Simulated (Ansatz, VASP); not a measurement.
# One calculation of HfN, two programs

Contents of INCAR:

```
SYSTEM = HfN
PREC = Accurate
ENCUT = 520
EDIFF = 1E-6
ISMEAR = -1
SIGMA = 0.01
LREAL = .False.
LASPH = .True.
NELM = 80
ALGO = Normal
ISIF = 2
LWAVE = .False.
LCHARG = .True.
GGA = PS
LELF = .True.
LVHAR = .True.
NBANDS = 14
```

The input KPOINTS:

```
Automatic mesh
0
Gamma
  10 10 10
  0 0 0
```

POSCAR

```
HfN
1.0
    0.0000000000      2.2665050385      2.2665050385
    2.2665050385      0.0000000000      2.2665050385
    2.2665050385      2.2665050385      0.0000000000
Hf N
1 1
Direct
    0.0000000000      0.0000000000      0.0000000000
    0.5000000000      0.5000000000      0.5000000000
```

Input for Ansatz:

```yaml
crystal:
  lattice:
    - [0.0, 2.2665050385, 2.2665050385]
    - [2.2665050385, 0.0, 2.2665050385]
    - [2.2665050385, 2.2665050385, 0.0]
  atoms:
    - { symbol: Hf, position: [0.0, 0.0, 0.0] }
    - { symbol: "N", position: [0.5, 0.5, 0.5] }
kpoints:
  mp_grid: { grid: [10, 10, 10] }
  band_path:
    path:
      - [0.0, 0.0, 0.0]
      - [0.5, 0.0, 0.5]
      - [0.625, 0.25, 0.625]
      - [0.375, 0.375, 0.75]
      - [0.0, 0.0, 0.0]
      - [0.5, 0.5, 0.5]
      - [0.5, 0.25, 0.75]
      - [0.5, 0.0, 0.5]
    npoints: 5
scf:
  occupations: { method: fermi_dirac, width: 0.01 }
hamiltonian:
  xc: pbesol
  pseudopotentials: { kind: all_electron, lapw: { basis_error: 0.0005 } }
output:
  forces: true
  stress: true
  eigenvalues: true
```

Change from the starting cell: volume scaled by 1.01.

Alike in both runs: task single point; functional PBEsol; k mesh 10 × 10 × 10; occupations fermi-dirac, width 0.01 eV; no spin polarisation.

```csv
,VASP,Ansatz
version,VASP 6.6.1,Ansatz 0.2.0
potentials or method,"VASP PAW PBE potentials, release 64 (Hf_pv, N)","all-electron LAPW, scalar-relativistic"
plane-wave cutoff (eV),520,see its input
```

|  | VASP | Ansatz | Ansatz less VASP |
| --- | --- | --- | --- |
| pressure (GPa) | -7.8 | -5.6 | +2.18 |

Ansatz ran all-electron here, so the differences hold the error of VASP's frozen core and of both bases.

Caveats: the PAW data sets were made with another functional, which shifts forces and pressure a little (VASP). The runs have no spin-orbit coupling, so splittings on Hf are missing.
